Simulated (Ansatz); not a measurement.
Ansatz input

```yaml
crystal:
  lattice:
    - [-1.41139668, 1.41139668, 1.41139668]
    - [1.41139668, -1.41139668, 1.41139668]
    - [1.41139668, 1.41139668, -1.41139668]
  atoms:
    - { symbol: Ni, position: [0.0, 0.0, 0.0] }
hamiltonian:
  xc: rpbe
  pseudopotentials:
    kind: paw
    azcp:
      Ni: "pseudopotentials/Ni.paw.azcp"
basis:
  ecutwfc: 420
  fft_grid_basis: typed
kpoints:
  mp_grid: { grid: [26, 26, 26], shift: [0, 0, 0] }
magnetization:
  spin_polarized: false
scf:
  occupations: { method: fermi_dirac, width: 0.1 }
output:
  write_density: true
  write_potential: true
  elf: true
  volumetric_format: npy
```

Terminal output

```
Engine: ansatz 0.2.0, x86_64-unknown-linux-gnu
Pseudopotentials: kind: paw
Pseudopotential: Ni, paw, valence charge 18, recommended cutoff 420 eV (normal) 
Functional definition: RPBE
  parameter kappa = 0.804
  parameter beta = 0.06672455060314922
  exchange = rpbe_x(kappa = kappa, mu = beta*pi^2/3)
  correlation = pbe_c(beta = beta)
Crystal: 1 atoms, lattice volume = 11.246 Å³
Basis set: ecut = 420 eV, 225 PW (Γ)
Bands: 13, of which v1, the nominal top of the filled ones, is band 9 counted from 1 (8 counted from 0)
Symmetry: 48 space group operations
Space group: Im-3m (ITA 229), of the structure as read, at distance tolerance 2.2e-5 Å
k-points: 511 of 17576
Non-local potential: Ni, projectors of the file, l = 0: 3, l = 1: 2, l = 2: 3, l = 3: 1
PAW form: soft (Blöchl's): semilocal exchange-correlation on the pseudo side does not see the compensation charge
PAW frozen core: Ni, regenerated for the run's functional, and the local potential with it (the file was generated under x = pbe(κ = 0.804, μ = 0.2195149727645171), c = pbe(β = 0.06672455060314922))
PAW one-centre angular grid: Ni, 590 points (default); XC on 64 Gauss nodes
Initial density: superposition of atomic densities (neutral atoms: chi_scale 0, normalization atom), corrected by the library's trained network
Initial wavefunctions: pseudopotential atomic-orbital guess
Functional: x = rpbe, c = pbe(β = 0.06672455060314922)
SCF iter   1: F=—  HF=-5844.653672 eV  |F-HF|=—  |Δ(HF+E_count)|=         —  Δρ=8.98e-3  dr2=4.21e-3  ethr=1.77e-3  ⟨swp⟩=5.1  Hψ=34584  notcnv=0
SCF iter   2: F=—  HF=-5844.653022 eV  |F-HF|=—  |Δ(HF+E_count)|=   6.50e-4  Δρ=8.87e-4  dr2=3.17e-5  ethr=2.34e-5  ⟨swp⟩=1.5  Hψ=12212  notcnv=0
SCF iter   3: F=—  HF=-5844.653058 eV  |F-HF|=—  |Δ(HF+E_count)|=   3.65e-5  Δρ=4.82e-4  dr2=7.73e-6  ethr=1.76e-7  ⟨swp⟩=2.1  Hψ=10034  notcnv=0
iter 4 did not close the SCF: its close was put off for the readings that it lacked (scf_convergence_deferred on its scf_iter line)
SCF iter   4: F=-5844.653074 eV  HF=-5844.653074 eV  |F-HF|=6.38e-8  |Δ(HF+E_count)|=   1.56e-5  Δρ=3.85e-5  dr2=8.80e-8  ethr=4.29e-8  ⟨swp⟩=2.0  Hψ=8935  notcnv=0
iter 5 did not close the SCF: its close was put off for the readings that it lacked (scf_convergence_deferred on its scf_iter line)
SCF iter   5: F=-5844.653074 eV  HF=-5844.653074 eV  |F-HF|=1.44e-10  |Δ(HF+E_count)|=   2.49e-9  Δρ=1.64e-6  dr2=1.47e-10  ethr=4.89e-10  ⟨swp⟩=2.2  Hψ=10733  notcnv=0
SCF iter   6: F=-5844.653074 eV  HF=-5844.653074 eV  |F-HF|=9.09e-13  |Δ(HF+E_count)|=  8.19e-12  Δρ=3.87e-7  dr2=6.54e-12  ethr=1.00e-12  ⟨swp⟩=1.2  Hψ=19788  notcnv=0
SCF 1 converged in 6 iterations: F = -5844.653074 eV  dr2 = 6.54e-12
SCF converged after 6 iterations
Free energy (F): -5844.653074 eV
Harris-Foulkes:  -5844.653074 eV  (|F-HF|=9.09e-13)
Internal energy: -5844.581226 eV  (E = F + TS)
E sigma→0 (E₀):  -5844.617150 eV
Entropy (-TS):   -0.071848 eV (-71.848 meV/atom)
Fermi energy:    17.380000 eV
--- Per-component energies (eV) ---
  E_band       = -293.239109
  E_kinetic    = 281.626905
  E_local      = -3494.065917  (includes V_loc(G=0)·N_el)
  E_nonlocal   = 636.756015
  E_hartree    = 1459.015176
  E_xc         = -84.396024
  E_vxc        = -108.671169  (∫ρ·V_xc dr)
  E_paw        = -1636.028978  (= ΣΔE_a)
  E_vpaw       = -526.915720  (= ΣTr[D̂ρ^β])
  E_aug_tail   = 0.000589  (compensation charges beyond the density's cutoff)
  E_ewald      = -3007.444647
  E_core_change = -0.044345  (= ΣΔE_core)
  E_smearing   = -0.071848  (= −TS)
  E_closure    = 0.000000  (closes the sum)
  Σ components = -5844.653074   (vs F -5844.653074, Δ=0.00e0)
--- Band table (eV; the first three rows and the last of 511) ---
  k-point 0: bands = ["-85.6888", "-45.8920", "-45.8920", "-45.8920", "8.6758", "15.5581", "15.5581", "15.5581", "16.8260", "16.8260", "43.2461", "43.2461", "43.2461"]
  k-point 1: bands = ["-85.6884", "-45.8950", "-45.8930", "-45.8920", "8.7358", "15.5441", "15.5571", "15.5853", "16.8117", "16.8271", "42.6961", "43.1326", "43.1504"]
  k-point 2: bands = ["-85.6870", "-45.9036", "-45.8961", "-45.8920", "8.9146", "15.5034", "15.5525", "15.6660", "16.7725", "16.8304", "41.3390", "42.7447", "42.8983"]
  k-point 510: bands = ["-85.6325", "-46.0415", "-46.0415", "-46.0415", "13.5803", "13.5803", "17.5331", "17.5331", "17.5331", "26.9863", "26.9863", "26.9863", "32.6920"]
```
